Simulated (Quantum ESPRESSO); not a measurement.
Crystal: Si.

```
Si
1.0
     0.00000    2.72185    2.72185
     2.72185    0.00000    2.72185
     2.72185    2.72185    0.00000
Si
2
Direct
  0.50000 0.50000 0.50000
  0.75000 0.75000 0.75000
```

```yaml
Program: Quantum ESPRESSO 7.5
Task: phonons
Functional: PW91
Potentials_or_basis: GBRV 1.5 PBE
Cutoff: 612 eV
Density_cutoff: 4898 eV
k_mesh: 8 × 8 × 8, shifted
Occupations: fermi-dirac, width 0.05 eV
Spin: no spin polarisation
Mixing_beta: 0.5
Most_SCF_iterations: 120
SCF_threshold: 4e-10 Ry
```

The cell and the atoms were relaxed first, to 20.45 Å³/atom (a = 3.867 Å, b = 3.867 Å, c = 3.867 Å, α = 60.00°, β = 60.00°, γ = 60.00°), and the response was taken there.

The first run showed a gap, so the response started from a second, tighter run with fixed occupations.

Task: Where do the zone-centre optical modes lie?

Result: T2g at 502 cm⁻¹ (Raman).

Optical modes at Γ, degenerate ones joined, polar ones without the macroscopic field:
```csv
cm⁻¹,components,symmetry,active in,"IR intensity, summed ((D/Å)²/amu)"
502,3,T2g,Raman,0.00
```

Born effective charge tensors (e):
atom 1, Si
```
0.00 0.00 0.00
0.00 0.00 0.00
0.00 0.00 0.00
```
atom 2, Si
```
0.00 0.00 0.00
0.00 0.00 0.00
0.00 0.00 0.00
```

Electronic dielectric tensor:
```
12.97  0.00  0.00
 0.00 12.97  0.00
 0.00  0.00 12.97
```

Static dielectric tensor, electrons and zone-centre modes:
```
12.97  0.00  0.00
 0.00 12.97  0.00
 0.00  0.00 12.97
```

Caveat: the potentials were made for another functional, which shifts forces and pressure.
